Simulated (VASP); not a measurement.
# BN (P6_3/mmc) in VASP: dielectric tensor with PBE+D3(BJ)

Aim: the dielectric tensor of BN with PBE+D3(BJ).

All numbers are computed with VASP 6.6.1; they aren't measurements. Logs are shortened: lines on timing, memory, paths and dates and some standing lists are left out, and cuts for length are marked.

## 1. The crystal as given

It takes space group P6_3/mmc (No. 194, hexagonal). The conventional cell has a = 2.507 Å, b = 2.507 Å, c = 6.585 Å, α = 90.00°, β = 90.00°, γ = 120.00°. B (site symmetry -6m2) has 3 N at 1.45 Å as nearest neighbours. N (site symmetry -6m2) is surrounded by 3 B at 1.45 Å.

## 2. Dielectric tensor, PBE+D3(BJ)

INCAR

```
SYSTEM = BN
PREC = Accurate ; ENCUT = 520
EDIFF = 1E-7 ; ISMEAR = 0
SIGMA = 0.02 ; LREAL = .FALSE.
LASPH = .TRUE. ; NELM = 60
ALGO = Normal ; ISIF = 2
LWAVE = .FALSE. ; LCHARG = .FALSE.
GGA = PE ; IVDW = 12
LEPSILON = .TRUE. ; KPAR = 4
```

KPOINTS

```
Automatic mesh
0
G
  15 15 6
  0 0 0
```

POSCAR

```
BN                                      
1.0
    2.5068152415      0.0000000000      0.0000000000
   -1.2534076208      2.1709656770      0.0000000000
    0.0000000000      0.0000000000      6.5854715462
  B               N             
     2     2
Direct
     0.3333333300000021    0.6666666699999979    0.2500000000000000
     0.6666666699999979    0.3333333300000021    0.7500000000000000
     0.3333333300000021    0.6666666699999979    0.7500000000000000
     0.6666666699999979    0.3333333300000021    0.2500000000000000
```

Potentials or basis: VASP PAW PBE potentials, release 64 (B, N).

Started as:

```sh
> cat potpaw_PBE.64/B/POTCAR potpaw_PBE.64/N/POTCAR > POTCAR
> mpirun -np 4 vasp_std > vasp.out
```

OUTCAR:

```text
SYSTEM = BN
   PREC = Accurate
   ENCUT = 520
   EDIFF = 1E-7
   ISMEAR = 0
   LREAL = .FALSE.
   LASPH = .TRUE.
   NELM = 60
   ISIF = 2
   GGA = PE
   IVDW = 12
   LEPSILON = .TRUE.
 IVDW          = 12

 ion  position               nearest neighbor table
   1  0.333  0.667  0.250-   4 1.45   4 1.45   4 1.45
   2  0.667  0.333  0.750-   3 1.45   3 1.45   3 1.45
   3  0.333  0.667  0.750-   2 1.45   2 1.45   2 1.45
   4  0.667  0.333  0.250-   1 1.45   1 1.45   1 1.45

  LATTYP: Found a hexagonal cell.
 ALAT       =     2.5068152415
 C/A-ratio  =     2.6270270889

  Lattice vectors:

 A1 = (   2.5068152415,   0.0000000000,   0.0000000000)
 A2 = (  -1.2534076208,   2.1709656770,   0.0000000000)
 A3 = (   0.0000000000,   0.0000000000,   6.5854715462)

Analysis of symmetry for initial positions (statically):
=====================================================================
 Subroutine PRICEL returns:
 Original cell was already a primitive cell.

 Routine SETGRP: Setting up the symmetry group for a
 hexagonal supercell.

 Subroutine GETGRP returns: Found 24 space group operations
 (whereof 12 operations were pure point group operations)
 out of a pool of 24 trial point group operations.

The static configuration has the point symmetry D_3d.
 The point group associated with its full space group is D_6h.

Analysis of symmetry for dynamics (positions and initial velocities):
=====================================================================
 Subroutine PRICEL returns:
 Original cell was already a primitive cell.

 Routine SETGRP: Setting up the symmetry group for a
 hexagonal supercell.

 Subroutine GETGRP returns: Found 24 space group operations
 (whereof 12 operations were pure point group operations)
 out of a pool of 24 trial point group operations.

The dynamic configuration has the point symmetry D_3d.
 The point group associated with its full space group is D_6h.

 Subroutine INISYM returns: Found 24 space group operations
 (whereof 12 operations are pure point group operations),
 and found     1 'primitive' translations

----------------------------------------------------------------------------------------

                                     Primitive cell

  volume of cell :      35.8395

  direct lattice vectors                    reciprocal lattice vectors
     2.506815242  0.000000000  0.000000000     0.398912526  0.230312255  0.000000000
    -1.253407621  2.170965677  0.000000000     0.000000000  0.460624509  0.000000000
     0.000000000  0.000000000  6.585471546     0.000000000  0.000000000  0.151849415

  length of vectors
     2.506815242  2.506815237  6.585471546     0.460624509  0.460624509  0.151849415

  position of ions in fractional coordinates (direct lattice)
     0.333333330  0.666666670  0.250000000
     0.666666670  0.333333330  0.750000000
     0.333333330  0.666666670  0.750000000
     0.666666670  0.333333330  0.250000000

  ion indices of the primitive-cell ions
   primitive index   ion index
                 1           1
                 2           2
                 3           3
                 4           4

----------------------------------------------------------------------------------------

 KPOINTS: Automatic mesh

Automatic generation of k-mesh.
 Grid dimensions read from file:
 generate k-points for:   15   15    6

 Generating k-lattice:

  Cartesian coordinates                     Fractional coordinates (reciprocal lattice)
     0.026594168  0.015354150  0.000000000     0.066666667  0.000000000  0.000000000
     0.000000000  0.030708301  0.000000000     0.000000000  0.066666667  0.000000000
     0.000000000  0.000000000  0.025308236     0.000000000  0.000000000  0.166666667
[... 95 lines left out ...]

--------------------------------------- Ionic step        1  -------------------------------------------

 number of electron      15.9999997 magnetization

 E-fermi :   2.5281     XC(G=0): -10.1179

 val. band max:        2.3610250986   @ k =   0.3333   0.2667   0.0000
 cond. band min:       6.6300291321   @ k =   0.4667   0.0667   0.0000
 fundamental gap:      4.2690040335
 Fermi energy:         2.5281241049

 k-point     1 :       0.0000    0.0000    0.0000
  band No.  band energies     occupation
      1     -15.4619      2.00000
      2     -15.1480      2.00000
      3      -3.9080      2.00000
      4      -1.6932      2.00000
      5       0.9910      2.00000
      6       0.9910      2.00000
      7       1.0316      2.00000
      8       1.0316      2.00000
      9       7.6395      0.00000
     10      12.7276      0.00000
     11      13.8428      0.00000
     12      13.8433      0.00000
[... 331 lines left out ...]
 k-point    24 :       0.4000    0.2000    0.0000
  band No.  band energies     occupation
      1     -11.9253      2.00000
      2     -11.8654      2.00000
      3      -6.1210      2.00000
      4      -6.0294      2.00000
      5      -3.6096      2.00000
      6      -3.5276      2.00000
      7       1.4773      2.00000
      8       2.2572      2.00000
      9       6.9045      0.00000
     10       7.7211      0.00000
     11      14.0652      0.00000
     12      14.3463      0.00000

 [... further k-points ...]

  FORCE on cell =-STRESS in cart. coord.  units (eV):
  Direction    XX          YY          ZZ          XY          YZ          ZX
  --------------------------------------------------------------------------------------
  -------------------------------------------------------------------------------------
  Total       0.00012     0.00012    -0.00199    -0.00000     0.00000     0.00000
  in kB       0.00545     0.00545    -0.08901    -0.00000     0.00000     0.00000
  external pressure =       -0.03 kB  Pullay stress =        0.00 kB

 VOLUME and BASIS-vectors are now :
 -----------------------------------------------------------------------------
  energy-cutoff  :      520.00
  volume of cell :       35.84
      direct lattice vectors                 reciprocal lattice vectors
     2.506815242  0.000000000  0.000000000     0.398912526  0.230312255  0.000000000
    -1.253407621  2.170965677  0.000000000     0.000000000  0.460624509  0.000000000
     0.000000000  0.000000000  6.585471546     0.000000000  0.000000000  0.151849415

 POSITION                                       TOTAL-FORCE (eV/Angst)
 -----------------------------------------------------------------------------------
     -0.00000      1.44731      1.64637         0.000000     -0.000000      0.000000
      1.25341      0.72366      4.93910        -0.000000      0.000000      0.000000
     -0.00000      1.44731      4.93910         0.000000      0.000000      0.000000
      1.25341      0.72366      1.64637        -0.000000      0.000000      0.000000
 -----------------------------------------------------------------------------------
    total drift:                               -0.000002      0.000001      0.000000

  FREE ENERGIE OF THE ION-ELECTRON SYSTEM (eV)
  ---------------------------------------------------
  free  energy   TOTEN  =       -35.7176244783 eV

  energy  without entropy=      -35.7176244783  energy(sigma->0) =      -35.71762448

 HEAD OF MICROSCOPIC STATIC DIELECTRIC TENSOR (INDEPENDENT PARTICLE, excluding Hartree and local field effects)
 ------------------------------------------------------
           4.874169    -0.000000     0.000000
          -0.000000     4.874169     0.000000
           0.000000    -0.000000     3.049628
 ------------------------------------------------------

 Free energy of the ion-electron system (eV)
  ---------------------------------------------------
  ---------------------------------------------------
  free energy    TOTEN  =        -0.40019622 eV

  energy without entropy =       -0.40019622

------------------------ aborting loop because EDIFF is reached ----------------------------------------

 Edisp (eV)   -0.56904

 E8    (eV) :    -0.1668
[... 7 lines left out ...]
 E8    (eV) :    -0.1668

--------------------------------------- Ionic step        3  -------------------------------------------

 Free energy of the ion-electron system (eV)
  ---------------------------------------------------
  ---------------------------------------------------
  free energy    TOTEN  =        -0.19105387 eV

  energy without entropy =       -0.19105387

------------------------ aborting loop because EDIFF is reached ----------------------------------------

 Edisp (eV)   -0.56904

 E8    (eV) :    -0.1668

 PIEZOELECTRIC TENSOR FIELD DIRECTION 3  (e Angst)
 -----------------------------------------------------------------------------
    -0.00034  0.00000  0.00000           ( -0.00000  0.00000  0.00000)
     0.00000 -0.00034 -0.00000           (  0.00000 -0.00000 -0.00000)
     0.00000  0.00000  0.00035           (  0.00000 -0.00000 -0.00001)

 PIEZOELECTRIC TENSOR FIELD DIRECTION 3  (C/m^2)
 -----------------------------------------------------------------------------
    -0.00015  0.00000  0.00000
     0.00000 -0.00015 -0.00000
     0.00000  0.00000  0.00015

 MACROSCOPIC STATIC DIELECTRIC TENSOR (including local field effects in DFT)
 ------------------------------------------------------
           4.784070    -0.000000     0.000000
          -0.000000     4.784070    -0.000000
          -0.000000     0.000000     2.732262
 ------------------------------------------------------

 PIEZOELECTRIC TENSOR (including local field effects)  for field in x, y, z        (e  Angst)
          XX          YY          ZZ          XY          YZ          ZX
  --------------------------------------------------------------------------------
  x     0.00000     0.00000     0.00000     0.00000     0.00000     0.00000
  y     0.00000     0.00000     0.00000     0.00000     0.00000     0.00000
  z     0.00000     0.00000     0.00000     0.00000     0.00000     0.00000

 PIEZOELECTRIC TENSOR (including local field effects)  for field in x, y, z        (C/m^2)
          XX          YY          ZZ          XY          YZ          ZX
  --------------------------------------------------------------------------------
  x     0.00000     0.00000     0.00000     0.00000     0.00000     0.00000
  y     0.00000     0.00000     0.00000     0.00000     0.00000     0.00000
  z     0.00000     0.00000     0.00000     0.00000     0.00000     0.00000

 BORN EFFECTIVE CHARGES (including local field effects) (in |e|, cummulative output)
 ---------------------------------------------------------------------------------
 ion    1
    1     2.71408    -0.00000     0.00000
    2    -0.00000     2.71408     0.00000
    3     0.00000    -0.00000     0.76545
 ion    2
    1     2.71408    -0.00000     0.00000
    2    -0.00000     2.71408     0.00000
    3    -0.00000    -0.00000     0.76545
 ion    3
    1    -2.71408     0.00000     0.00000
    2     0.00000    -2.71408     0.00000
    3     0.00000     0.00000    -0.76545
 ion    4
    1    -2.71408     0.00000     0.00000
    2     0.00000    -2.71408     0.00000
    3     0.00000     0.00000    -0.76545
```

It took 61 s on 4 MPI ranks of Intel Xeon Platinum 8559C (Emerald Rapids), shared host; peak memory 0.4 GiB.

What came out:

```
Band gap on the k mesh                  : 4.27 eV, indirect (least direct gap 4.63 eV)
Electronic dielectric tensor (diagonal) : 4.78, 4.78, 2.73
Born charges (mean of the diagonal)     : B +2.06; N -2.06 e
Dispersion energy per atom              : -0.142 eV
```

Electronic dielectric tensor:
```
4.78 0.00 0.00
0.00 4.78 0.00
0.00 0.00 2.73
```

Born effective charge tensors (e):
atom 1, B
```
2.71 0.00 0.00
0.00 2.71 0.00
0.00 0.00 0.77
```
atom 2, B
```
2.71 0.00 0.00
0.00 2.71 0.00
0.00 0.00 0.77
```
atom 3, N
```
-2.71  0.00  0.00
 0.00 -2.71  0.00
 0.00  0.00 -0.77
```
atom 4, N
```
-2.71  0.00  0.00
 0.00 -2.71  0.00
 0.00  0.00 -0.77
```

Caveat: an odd mesh through Γ misses points on the zone boundary, where band edges often lie. PBE gaps usually lie below the measured ones, often by a third to a half.
